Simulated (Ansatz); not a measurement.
# TiO2 (Anatase) (I4_1/amd) in Ansatz: further runs

One crystal, TiO2 (Anatase), is run at these levels: PBE-EpsX, BLYP; tasks: single point, equation of state.

Everything below comes from runs of Ansatz 0.2.0. Logs are shortened: lines on timing, memory, paths and dates and some standing lists are left out, and cuts for length are marked.

### Step 1. The crystal as given

The structure is tetragonal, space group I4_1/amd (No. 141). Conventional cell: a = 3.784 Å, b = 3.784 Å, c = 9.515 Å, α = 90.00°, β = 90.00°, γ = 90.00°. Around Ti (site symmetry -4m2) lie 6 O at 1.93 to 1.98 Å. O (site symmetry 2mm) is surrounded by 3 Ti at 1.93 to 1.98 Å.

### Step 2. Single point, PBE-EpsX

input.yaml

```yaml
crystal:
  lattice:
    - [-1.8921, 1.8921, 4.7573]
    - [1.8921, -1.8921, 4.7573]
    - [1.8921, 1.8921, -4.7573]
  atoms:
    - { symbol: Ti, position: [0.75, 0.25, 0.5] }
    - { symbol: Ti, position: [0.0, 0.0, 0.0] }
    - { symbol: O, position: [0.7919, 0.7919, 0.0] }
    - { symbol: O, position: [0.5419, 0.0419, 0.5] }
    - { symbol: O, position: [0.9581, 0.4581, 0.5] }
    - { symbol: O, position: [0.2081, 0.2081, 0.0] }
hamiltonian:
  xc:
    exchange: pbe
    correlation: pbe
    exx: { coeff: inverse_dielectric }
  pseudopotentials: { kind: paw }
kpoints:
  mp_grid: { grid: [6, 6, 6] }
scf:
  occupations: { method: fermi_dirac, width: 0.05 }
output:
  forces: true
  stress: true
  eigenvalues: true
```

Potentials or basis: Ansatz PAW.

The run is started by

```
$ ansatz run input.yaml --threads 2 --pin off --max-ram 5632MiB --backend cpu --events-out ev --progress --plain --runs-dir out
```

What it wrote:

```text
Warning: output.stress: scf.convergence.dr2_threshold = 1e-7 eV (the SCF's general default) is looser than the 6e-10 eV advised for a printed stress (1e-10 eV for each atom of the cell: 6). What an SCF threshold leaves in a stress goes as its square root, and in the free energy as the threshold itself, and one threshold admits the most on a small cell: of the crystals measured, under no hybrid functional and no lock of the moments, on runs that ended without the residual-converged pass, on stresses that held no estimate of that error, the worst erred by over 100 MPa in a component at 1e-7 eV an atom and by under 5 at 1e-10. Set scf.convergence.dr2_threshold to 6e-10 eV or tighter. The threshold is an SCF's pass mark: one that does not reach it within its budget of iterations ends unconverged, or closes short of it on a stop that the run arms, and scf.convergence.dr2_threshold's page says what that costs each kind of run
Warning: output.stress: scf.exx.energy_threshold = 1e-6 eV is looser than the 6e-8 eV advised for a stress under a hybrid functional (1e-8 eV for each atom of the cell: 6). Every SCF of the exchange loop can meet its threshold on dr2 while the loop round them stops early: no threshold on dr2 bounds what that leaves in the stress. Set scf.exx.energy_threshold to 6e-8 eV or tighter. The threshold is the loop's pass mark: a loop that does not reach it within its budget of cycles ends unconverged, and scf.exx.energy_threshold's page has the law
Warning: RAYON_NUM_THREADS=2 ignored (pool sized by the plan → 2); use --threads N
basis.fft_grid_basis auto: the FFT boxes are laid along the combinations [[1, 0, 1], [0, 1, 1], [0, 0, 1]] of the cell's own vectors, 3.784, 3.784 and 5.458 Å long. The dense box has 27×27×40 points. Along the cell's own vectors, as sized, it would have 40×40×40, 2.19 times as many. Of the 16 symmetry operations that the crystal satisfies within crystal.symmetry.tolerance (time reversal apart; of a slab, those that keep its plane) the dense box along the cell's own vectors carries 16, and the one as laid loses 14 of those. basis.fft_grid_basis: typed keeps the cell's own vectors: state it where this run's energies or levels are differenced outside the engine with another run's, or held beside a run that keeps those vectors.
the fraction of exact exchange is that of a crystal of Ti2O4
Engine: ansatz 0.2.0, aarch64-unknown-linux-gnu
Pseudopotentials: kind: paw
Pseudopotential: Ti, paw, valence charge 12, recommended cutoff 420 eV (normal), Ti.paw.azcp
Pseudopotential: O, paw, valence charge 6, recommended cutoff 420 eV (normal), O.paw.azcp
Functional definition: unnamed
  parameter a_1 = 0.25
  exchange = (1 - a_1)*pbe_x + a_1*exact_x
  correlation = pbe_c
  a weight of exact exchange comes from the crystal, and the text's number only plans the run
Solving k-mesh 4×4×4 for the fraction of exact exchange
ε∞ on k-mesh 4×4×4 of a primitive cell, without crystal.supercell, crystal.defects and total_charge: xx 6.7941, yy 6.7941, zz 6.2456; 3/Tr ε∞, of that cell with its empty space = 0.15125620965031303; solved inside the basis of its states, on 6×6×8 points, each entry to 0.0202, at a least direct gap of 2.461 eV
Crystal: 6 atoms, lattice volume = 68.125 Å³
Basis set: ecut = 420 eV, 1315 PW (Γ), FFT grids on a1+a3, a2+a3, a3, exchange–correlation on 54×54×80 points (8 copies of the dense FFT grid, shifted against one another)
Bands: 30, of which v1, the nominal top of the filled ones, is band 24 counted from 1 (23 counted from 0)
Symmetry: 16 space group operations
Space group: I41/amd (ITA 141), of the structure as read, at distance tolerance 4.1e-5 Å
k-points: 30 of 216
Non-local potential: Ti, projectors of the file, l = 0: 3, l = 1: 2, l = 2: 3, l = 3: 1
Non-local potential: O, projectors of the file, l = 0: 2, l = 1: 2, l = 2: 1
PAW form: soft (Blöchl's): semilocal exchange-correlation on the pseudo side does not see the compensation charge
PAW frozen core: Ti, regenerated for the run's functional, and the local potential with it (the file was generated under x = pbe(κ = 0.804, μ = 0.2195149727645171), c = pbe(β = 0.06672455060314922))
PAW frozen core: O, regenerated for the run's functional, and the local potential with it (the file was generated under x = pbe(κ = 0.804, μ = 0.2195149727645171), c = pbe(β = 0.06672455060314922))
PAW one-centre angular grid: Ti, 590 points (default); XC on 64 Gauss nodes
PAW one-centre angular grid: O, 110 points (default); XC on 64 Gauss nodes
Initial density: superposition of atomic densities (neutral atoms: chi_scale 0, normalization atom), corrected by the library's trained network
Initial wavefunctions: pseudopotential atomic-orbital guess
Functional: x = pbe(κ = 0.804, μ = 0.2195149727645171), c = pbe(β = 0.06672455060314922), warm-up for x = 0.8487437903496869 pbe(κ = 0.804, μ = 0.2195149727645171) + 0.15125620965031303 exact, c = pbe(β = 0.06672455060314922)
SCF iter   1: F=—  HF=-7277.473838 eV  |F-HF|=—  |Δ(HF+E_count)|=         —  Δρ=3.50e-3  dr2=3.49e-3  ethr=1.77e-3  ⟨swp⟩=5.0  Hψ=3663  notcnv=0
preconditioner: auto → none  [insulator: Δε(μ)=2.185 eV  Ē_g=9.670 eV  σ=0.050 eV  W_gap=1.00  n_scr=14 (ndim 8)  ℏωp=25.4 eV  f_vac=0.102  D(μ)=0.00/eV (n_scr^D=0)]
SCF iter   2: F=—  HF=-7277.476280 eV  |F-HF|=—  |Δ(HF+E_count)|=   2.44e-3  Δρ=2.79e-3  dr2=4.22e-3  ethr=7.27e-6  ⟨swp⟩=4.3  Hψ=2899  notcnv=0
SCF iter   3: F=—  HF=-7277.475970 eV  |F-HF|=—  |Δ(HF+E_count)|=   3.10e-4  Δρ=1.44e-3  dr2=9.07e-4  ethr=7.27e-6  ⟨swp⟩=4.0  Hψ=2212  notcnv=0
SCF iter   4: F=-7277.476008 eV  HF=-7277.476105 eV  |F-HF|=9.63e-5  |Δ(HF+E_count)|=   1.35e-4  Δρ=6.08e-4  dr2=1.86e-4  ethr=1.89e-6  ⟨swp⟩=2.2  Hψ=1673  notcnv=0
SCF 1 stopped early in 4 iterations: F = -7277.476008 eV  dr2 = 1.86e-4
Initial density: handed on by an earlier stage of this run
Initial wavefunctions: those handed on with the density
Functional: x = 0.8487437903496869 pbe(κ = 0.804, μ = 0.2195149727645171) + 0.15125620965031303 exact, c = pbe(β = 0.06672455060314922)
Frozen-core exchange: fock
SCF iter   1: F=—  HF=-7277.100917 eV  |F-HF|=—  |Δ(HF+E_count)|=         —  Δρ=2.38e-2  dr2=5.29e-1  ethr=3.88e-6  ⟨swp⟩=6.0  Hψ=4200  notcnv=0
preconditioner: auto → none  [insulator: Δε(μ)=4.018 eV  Ē_g=11.948 eV  σ=0.050 eV  W_gap=1.00  n_scr=14 (ndim 8)  ℏωp=25.4 eV  f_vac=0.102  D(μ)=0.00/eV (n_scr^D=0)]
SCF iter   2: F=—  HF=-7277.068412 eV  |F-HF|=—  |Δ(HF+E_count)|=   3.25e-2  Δρ=2.67e-2  dr2=4.79e-1  ethr=3.88e-6  ⟨swp⟩=5.0  Hψ=4026  notcnv=0
SCF iter   3: F=—  HF=-7276.970373 eV  |F-HF|=—  |Δ(HF+E_count)|=   9.80e-2  Δρ=2.99e-3  dr2=6.52e-3  ethr=3.88e-6  ⟨swp⟩=5.0  Hψ=3732  notcnv=0
SCF iter   4: F=—  HF=-7276.984034 eV  |F-HF|=—  |Δ(HF+E_count)|=   1.37e-2  Δρ=2.08e-3  dr2=3.87e-3  ethr=3.88e-6  ⟨swp⟩=4.1  Hψ=2660  notcnv=0
iter 5 solved again at ethr=9.26e-8 eV; its pass at ethr=3.88e-6 eV (dr2=4.45e-5 eV) is discarded
SCF iter   5: F=—  HF=-7276.983124 eV  |F-HF|=—  |Δ(HF+E_count)|=   9.10e-4  Δρ=4.58e-4  dr2=5.01e-5  ethr=9.26e-8  ⟨swp⟩=3.0  Hψ=3950  notcnv=0
SCF iter   6: F=-7276.983219 eV  HF=-7276.983218 eV  |F-HF|=1.65e-6  |Δ(HF+E_count)|=   9.41e-5  Δρ=9.59e-5  dr2=2.17e-6  ethr=9.26e-8  ⟨swp⟩=3.7  Hψ=2168  notcnv=0
SCF 2 stopped early in 6 iterations: F = -7276.983219 eV  dr2 = 2.17e-6
  Residual-converged pass: ⟨swp⟩=4.0  Hψ=2817  notcnv=0  max |occ|·‖R‖ = 5.8e-6 eV (tolerance 6.7e-6 eV)  dr2=2.18e-6  dr2_onsite=5.54e-7  max |Δocc| = 1.8e-20
hybrid outer 1: dexx = +1.549e-2 eV, tail = 2.68e-5 eV
Frozen-core exchange: fock
SCF iter   1: F=—  HF=-7276.983017 eV  |F-HF|=—  |Δ(HF+E_count)|=         —  Δρ=7.35e-5  dr2=3.21e-6  ethr=2.79e-7  ⟨swp⟩=5.2  Hψ=2374  notcnv=0
preconditioner: auto → none  [insulator: Δε(μ)=3.484 eV  Ē_g=11.465 eV  σ=0.050 eV  W_gap=1.00  n_scr=14 (ndim 8)  ℏωp=25.4 eV  f_vac=0.103  D(μ)=0.00/eV (n_scr^D=0)]
SCF iter   2: F=—  HF=-7276.983016 eV  |F-HF|=—  |Δ(HF+E_count)|=   5.72e-7  Δρ=1.41e-5  dr2=8.35e-8  ethr=6.41e-9  ⟨swp⟩=4.0  Hψ=2093  notcnv=0
SCF iter   3: F=—  HF=-7276.983017 eV  |F-HF|=—  |Δ(HF+E_count)|=   4.43e-7  Δρ=5.16e-6  dr2=1.12e-8  ethr=9.55e-11  ⟨swp⟩=4.7  Hψ=3072  notcnv=0
SCF iter   4: F=-7276.983017 eV  HF=-7276.983017 eV  |F-HF|=3.82e-10  |Δ(HF+E_count)|=   5.32e-9  Δρ=1.05e-6  dr2=1.21e-9  ethr=2.14e-11  ⟨swp⟩=3.9  Hψ=2298  notcnv=0
SCF 3 converged in 4 iterations: F = -7276.983017 eV  dr2 = 1.21e-9
  Residual-converged pass: ⟨swp⟩=3.2  Hψ=2073  notcnv=0  max |occ|·‖R‖ = 7.7e-7 eV (tolerance 7.7e-7 eV)  dr2=1.39e-9  dr2_onsite=7.68e-11  max |Δocc| = 2.5e-24
hybrid outer 2: dexx = +4.626e-7 eV, tail = 6.38e-9 eV, Δε = 1.27e-3 eV (about 2.24e-5 eV left of the loop's levels), ΔF = 3.03e-3 eV/Å (tail 2.56e-4)
hybrid SCF converged: 2 outer / 10 inner (+4 warm-up), last move |dexx| = 4.63e-7 eV, tail = 6.38e-9 eV
Stability not checked: this state was not tested for a lower state beside it, because the functional holds exact exchange (a hybrid, or Hartree-Fock), whose exchange loop this test does not read (fock_operator; see scf.lower_state_search)
Free energy (F): -7276.983017 eV
Frozen-core exchange: fock
Harris-Foulkes:  -7276.983017 eV  (|F-HF|=3.82e-10)
Internal energy: -7276.983017 eV  (E = F + TS)
E sigma→0 (E₀):  -7276.983017 eV
Fermi energy:    8.247720 eV
--- Per-component energies (eV) ---
  E_band       = -537.306791
  E_kinetic    = 1249.759498
  E_local      = -3556.252261  (includes V_loc(G=0)·N_el)
  E_nonlocal   = 189.954448
  E_hartree    = 1375.798360
  E_xc         = -425.700889
  E_vxc        = -538.985485  (∫ρ·V_xc dr)
  E_exx        = -107.036807  (= α·E_x^exact, valence–valence)
  E_paw        = -2681.053284  (= ΣΔE_a)
  E_vpaw       = -419.315607  (= ΣTr[D̂ρ^β])
  E_aug_tail   = 0.010021  (compensation charges beyond the density's cutoff)
  E_ewald      = -3322.195552
  E_core_change = -0.266547  (= ΣΔE_core)
  E_smearing   = -0.000000  (= −TS)
  E_closure    = -0.000003  (closes the sum)
  Σ components = -7276.983017   (vs F -7276.983017, Δ=0.00e0)
--- Forces (eV/Å), atoms counted from 1 ---
  atom   1  Ti    -0.00000000    -0.00000000    -0.00000000
  atom   2  Ti     0.00000000     0.00000000     0.00000000
  atom   3  O      0.00000000     0.00000000     0.06027802
  atom   4  O     -0.00000000    -0.00000000     0.06027802
  atom   5  O     -0.00000000     0.00000000    -0.06027802
  atom   6  O      0.00000000    -0.00000000    -0.06027802
  max |Σ_I F_I| component: 1.79e-18 eV/Å
--- Stress (GPa, compression-positive) ---
        0.366860      -0.000000       0.000000
       -0.000000       0.366860      -0.000000
        0.000000      -0.000000       1.027524
  P = ⅓ Tr σ = 0.5871 GPa (5.871 kbar)
--- Band table (eV; the first three rows and the last of 30) ---
  k-point 0: bands = ["-52.4819", "-52.4188", "-27.9696", "-27.7213", "-27.7213", "-27.6469", "-27.6469", "-27.5473", "-12.2265", "-11.1620", "-11.0052", "-10.6561", "2.2864", "2.4579", "2.4579", "2.8373", "4.2939", "4.2939", "4.3013", "5.6864", "5.7163", "5.7163", "6.0226", "6.0226", "9.9406", "10.7738", "11.9724", "11.9724", "12.0179", "12.0179"]
  k-point 1: bands = ["-52.4767", "-52.4220", "-27.9664", "-27.7699", "-27.7374", "-27.6742", "-27.6452", "-27.5407", "-11.9558", "-11.0010", "-10.8901", "-10.5777", "1.9433", "2.1492", "2.2270", "2.9026", "3.8057", "4.3369", "4.4947", "4.9157", "5.0797", "5.2827", "5.8063", "6.2350", "10.8815", "10.9362", "11.1522", "11.6505", "11.6900", "12.0478"]
  k-point 2: bands = ["-52.4631", "-52.4315", "-27.9573", "-27.8595", "-27.7658", "-27.7308", "-27.6274", "-27.5516", "-11.3244", "-10.7279", "-10.6291", "-10.4356", "1.4650", "1.7646", "2.0433", "3.0437", "3.1709", "3.2667", "3.3876", "3.7012", "4.2865", "5.5042", "5.8777", "6.3933", "10.9923", "11.2335", "11.4525", "11.8007", "12.3248", "12.6754"]
  k-point 29: bands = ["-52.4504", "-52.4504", "-27.7623", "-27.7623", "-27.7483", "-27.7483", "-27.6195", "-27.6195", "-11.6097", "-11.6097", "-10.9410", "-10.9410", "2.5495", "2.5495", "2.5569", "2.5569", "4.3455", "4.3455", "5.0559", "5.0559", "5.1529", "5.1529", "6.3866", "6.3866", "10.3431", "10.3431", "11.7870", "11.7870", "12.2290", "12.2290"]
```

Wall time 2.3 min (2 threads of Arm Neoverse V1, shared host); peak memory 2.7 GiB.

What came out:

```
Free energy             : -7276.9830 eV
Pressure                : 0.6 GPa
Largest force           : 0.060 eV/Å
Band gap on the k mesh  : 3.48 eV, indirect (least direct gap 3.80 eV)
Share of exact exchange : 0.151
```

Forces on the atoms (eV/Å):
```
Ti   0.000  0.000  0.000
Ti   0.000  0.000  0.000
O    0.000  0.000  0.060
O    0.000  0.000  0.060
O    0.000  0.000 -0.060
O    0.000  0.000 -0.060
```

Levels at points of the mesh, in eV from the valence-band top:
```
              k point  band 20  band 21  band 22  band 23  band 24  band 25  band 26  band 27  band 28  band 29
   (0.00, 0.00, 0.00)    -0.77    -0.74    -0.74    -0.44    -0.44     3.48     4.32     5.51     5.51     5.56
  (0.00, 0.00, -0.50)    -2.79    -2.13    -2.13     0.00     0.00     4.84     4.84     5.33     5.33     6.51
  (0.00, -0.50, 0.00)    -2.06    -2.02    -0.96    -0.86    -0.64     4.72     5.05     5.05     5.18     5.84
(-0.50, -0.50, -0.50)    -1.40    -1.31    -1.31    -0.07    -0.07     3.88     3.88     5.33     5.33     5.77
```

Caveat: the pressure holds a Pulay correction of +0.6 GPa for the finite cutoff; the PAW data sets come from PBE, with cores solved anew for the run's functional, which leaves a small shift of forces and pressure; the thresholds are loose for stress.

(Continued in part 2 of 2.)
